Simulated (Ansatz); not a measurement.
# MgO: the cost of one run

Computed with Ansatz 0.2.0 (DFT, PBE, plane-wave PAW, default files, scalar-relativistic, as far as a step names no other, unless a step's input says otherwise).

1 further run of the same task is left out (it didn't finish).

**1. The structure to begin with**

Symmetry: Fm-3m, No. 225, cubic system. The conventional cell has a = 4.037 Å, b = 4.037 Å, c = 4.037 Å, α = 90.00°, β = 90.00°, γ = 90.00°. Mg (site symmetry m-3m) is surrounded by 6 O at 2.02 Å. O (site symmetry m-3m) is surrounded by 6 Mg at 2.02 Å.

As a file:

```cif
data_structure
_symmetry_space_group_name_H-M 'P 1'
_symmetry_Int_Tables_number 1
_cell_length_a 2.8546
_cell_length_b 2.8546
_cell_length_c 2.8546
_cell_angle_alpha 60.000
_cell_angle_beta 60.000
_cell_angle_gamma 60.000
_cell_volume 16.45
loop_
_atom_site_label
_atom_site_type_symbol
_atom_site_fract_x
_atom_site_fract_y
_atom_site_fract_z
_atom_site_occupancy
Mg1 Mg 0.00000 0.00000 0.00000 1
O1 O 0.50000 0.50000 0.50000 1
```

The earlier run gave: gap on the mesh 6.08 eV, largest force 0.000 eV/Å, pressure 32.3 GPa.

Site by site (atoms counted from 1):

| site | atoms | first shell | V_zz (10²¹ V/m²) | η | C_Q (MHz) |
| --- | --- | --- | --- | --- | --- |
| Mg | 1 | 6 O at 2.02 Å | 0.00 | – | 0 (²⁵Mg) |
| O | 2 | 6 Mg at 2.02 Å | 0.00 | – | 0 (¹⁷O) |

Conventions: |V_zz| ≥ |V_yy| ≥ |V_xx|, η = (V_xx − V_yy)/V_zz, C_Q = eQV_zz/h. Q values from Pyykkö, Mol. Phys. 116, 1328 (2018).

**2. Z stretched by +3 %, ions relaxed**

The input, input.yaml:

```yaml
crystal:
  lattice:
    - [0.0, 2.0185, 2.079055]
    - [2.0185, 0.0, 2.079055]
    - [2.0185, 2.0185, 0.0]
  atoms:
    - { symbol: Mg, position: [0.0, 0.0, 0.0] }
    - { symbol: O, position: [0.5, 0.5, 0.5] }
kpoints:
  mp_grid: { grid: [13, 13, 13] }
scf:
  occupations: { method: fermi_dirac, width: 0.02 }
hamiltonian:
  xc: pbe
  pseudopotentials: { kind: paw }
output:
  forces: true
  stress: true
  populations: true
  efg:
    quadrupole_moments_barn: { Mg: 0.1994, O: -0.02558 }
    contact_densities: true
  write_density: true
  write_potential: true
  elf: true
  volumetric_format: npy
relax:
  f_tol: 0.02
  max_steps: 60
```

Launch:

```
$ ansatz run input.yaml --threads 1 --pin off --max-ram 3072MiB --backend cpu --events-out ev --progress --plain --runs-dir out
```

What time and memory should one allow on 1 thread of Intel Xeon Platinum 8259CL at 2.50GHz (Skylake/Cascade Lake), shared host?

About 4.8 s, with a peak of 0.41 GiB.
